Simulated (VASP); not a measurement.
**CdF₂ in VASP 6.6.1, single-point calculation**

INCAR

```
EDIFF = 1E-7
NBANDS = 20
PREC = Accurate
ISIF = 2
SIGMA = 0.2
ENCUT = 520
LASPH = .TRUE.
NELM = 120
ISMEAR = -1
GGA = PE
LREAL = .FALSE.
LCHARG = .FALSE.
IBRION = -1
NSW = 0
LWAVE = .FALSE.
```

KPOINTS

```
KPOINTS created by Atomic Simulation Environment
0
Gamma
8 8 8
0 0 0
```

POSCAR

```
Cd F
 1.0000000000000000
     0.0673544420249998    2.6941776810250002    2.6941776810256250
     2.6941776810250002    0.0673544420249998    2.6941776810256250
     2.7615321230999998    2.7615321230999998    0.0000000000512497
 Cd  F
   1   2
Cartesian
 -0.0000000000000000 -0.0000000000000000 -0.0000000000000000
  1.3807660615376416  1.3807660615376416  1.3318511468409264
  4.1422981846123585  4.1422981846123585  4.0565042152615733
```

The recommended PBE PAW datasets give the neutral cell 26 valence electrons.

Command

```
mpirun -np 1 vasp_std
```

OSZICAR

```
N       E                     dE             d eps       ncg     rms          rms(c)
DAV:   1     0.197660308334E+03    0.19766E+03   -0.15712E+04  3928   0.132E+03
DAV:   2    -0.399629054450E+01   -0.20166E+03   -0.19380E+03  4124   0.347E+02
DAV:   3    -0.125207808466E+02   -0.85245E+01   -0.85012E+01  4344   0.769E+01
DAV:   4    -0.125579472897E+02   -0.37166E-01   -0.37165E-01  4104   0.521E+00
DAV:   5    -0.125580816753E+02   -0.13439E-03   -0.13439E-03  4372   0.282E-01    0.103E+01
DAV:   6    -0.108193499823E+02    0.17387E+01   -0.39475E+00  4852   0.375E+01    0.749E+00
DAV:   7    -0.108664604659E+02   -0.47110E-01   -0.90365E-01  3960   0.861E+00    0.427E+00
DAV:   8    -0.108596036020E+02    0.68569E-02   -0.13796E-01  3992   0.350E+00    0.715E-01
DAV:   9    -0.108506934291E+02    0.89102E-02   -0.34202E-02  4604   0.232E+00    0.879E-02
DAV:  10    -0.108512598897E+02   -0.56646E-03   -0.29172E-03  3944   0.595E-01    0.121E-01
DAV:  11    -0.108513594946E+02   -0.99605E-04   -0.12673E-04  4172   0.110E-01    0.367E-02
DAV:  12    -0.108513812622E+02   -0.21768E-04   -0.34945E-05  3940   0.517E-02    0.185E-02
DAV:  13    -0.108513830869E+02   -0.18247E-05   -0.65530E-06  4200   0.209E-02    0.341E-03
DAV:  14    -0.108513828969E+02    0.19002E-06   -0.58165E-07  4156   0.977E-03    0.749E-04
DAV:  15    -0.108513829285E+02   -0.31619E-07   -0.62766E-08  3372   0.242E-03
   1 F= -.10851383E+02 E0= -.10851312E+02  d E =-.141286E-03
```

From OUTCAR

```
k-points           NKPTS =     95   k-points in BZ     NKDIM =     95   number of bands    NBANDS=     20

   NELECT =      26.0000    total number of electrons

   dimension x,y,z NGX =    28 NGY =   28 NGZ =   30
   dimension x,y,z NGXF=    56 NGYF=   56 NGZF=   60

  energy-cutoff  :      520.00
  volume of cell :       39.09
      direct lattice vectors                 reciprocal lattice vectors
     0.067354442  2.694177681  2.694177681    -0.190343984  0.190343984  0.185585384
     2.694177681  0.067354442  2.694177681     0.190343984 -0.190343984  0.185585384
     2.761532123  2.761532123  0.000000000     0.181058911  0.181058911 -0.185585384

 k-points in reciprocal lattice and weights: KPOINTS created by Atomic Simulation Env
   0.00000000  0.00000000  0.00000000       0.002
   0.12500000 -0.00000000 -0.00000000       0.008
   0.25000000 -0.00000000 -0.00000000       0.008
   0.37500000 -0.00000000  0.00000000       0.008
   0.50000000 -0.00000000 -0.00000000       0.004
   0.12500000  0.12500000 -0.00000000       0.004
   0.25000000  0.12500000 -0.00000000       0.008
   0.37500000  0.12500000  0.00000000       0.008
   ...

 E-fermi :   0.7289

 k-point     1 :       0.0000    0.0000    0.0000
  band No.  band energies     occupation
      1     -22.1184      2.00000
      2     -21.0141      2.00000
      3      -6.9400      2.00000
      4      -6.9315      2.00000
      5      -6.9094      2.00000
      6      -5.7170      2.00000
      7      -5.7160      2.00000
      8      -2.3459      2.00000
      9      -2.2840      2.00000
     10      -2.2163      2.00000
     11      -1.8990      2.00000
     12      -1.8217      1.99999
     13      -1.7125      1.99999
     14       1.7650      0.01119
     15      10.9510      0.00000
     16      11.4176      0.00000
     17      11.8690      0.00000
     18      16.3341      0.00000
     19      18.5906      0.00000
     20      18.6216      0.00000

 k-point     2 :       0.1250   -0.0000   -0.0000
  band No.  band energies     occupation
      1     -22.0669      2.00000
      2     -21.0590      2.00000
      3      -6.8714      2.00000
      4      -6.8454      2.00000
      5      -6.7678      2.00000
      6      -5.7389      2.00000
      7      -5.7379      2.00000
      8      -2.7885      2.00000
      9      -2.3916      2.00000
     10      -2.3405      2.00000
     11      -1.9150      2.00000
     12      -1.8742      2.00000
     13      -1.7596      1.99999
     14       2.3650      0.00056
     15      10.8878      0.00000
     16      11.1989      0.00000
     17      11.8151      0.00000
     18      17.3817      0.00000
     19      18.0791      0.00000
     20      18.2075      0.00000

 k-point     3 :       0.2500   -0.0000   -0.0000
  band No.  band energies     occupation
      1     -21.9297      2.00000
      2     -21.1792      2.00000
      3      -6.7270      2.00000
      4      -6.6982      2.00000
      5      -6.3174      2.00000
      6      -5.7626      2.00000
      7      -5.7555      2.00000
      8      -3.5150      2.00000
      9      -2.6591      2.00000
     10      -2.6507      2.00000
     11      -2.4283      2.00000
     12      -1.8268      1.99999
     13      -1.7770      1.99999
     14       3.7031      0.00000
     15       9.6523      0.00000
     16      11.8405      0.00000
     17      12.3568      0.00000
     18      17.2384      0.00000
     19      17.5704      0.00000
     20      18.2701      0.00000

 ...

  Total        1.5512333      1.5512333      1.5556879     -0.3146750     -0.0000000     -0.0000000
  in kB       63.5843913     63.5843913     63.7669848    -12.8983934     -0.0000000     -0.0000000
  external PRESSURE =      63.6452558 kB  Pullay stress =       0.0000000 kB

 POSITION                                       TOTAL-FORCE (eV/Angst)
 -----------------------------------------------------------------------------------
      0.00000      0.00000      0.00000        -0.000000      0.000000      0.000000
      1.38077      1.38077      1.33185         0.000000      0.000000     -0.033123
      4.14230      4.14230      4.05650        -0.000000     -0.000000      0.033123
 -----------------------------------------------------------------------------------
    total drift:                                0.000000      0.000000      0.000000

  FREE ENERGIE OF THE ION-ELECTRON SYSTEM (eV)
  ---------------------------------------------------
  free  energy   TOTEN  =       -10.8513829285 eV

  energy  without entropy=      -10.8512416430  energy(sigma->0) =      -10.85131229
```

It converged. Results: gap between bands v and c on the k mesh 3.07 eV; least direct gap on the k mesh 3.48 eV; pressure 6.4 GPa; largest force 0.03 eV/Å. Band v is the last that the valence electrons fill when counted band by band, and c is the next.

For comparison, a separate PBE run of the intended cell, on usual settings and not on those above, gives a gap of 3.07 eV on its mesh and a pressure of 6.4 GPa.

The run above took about 52 s on one core of a shared host (Intel Xeon Platinum 8488C) and held 0.21 GiB at most.
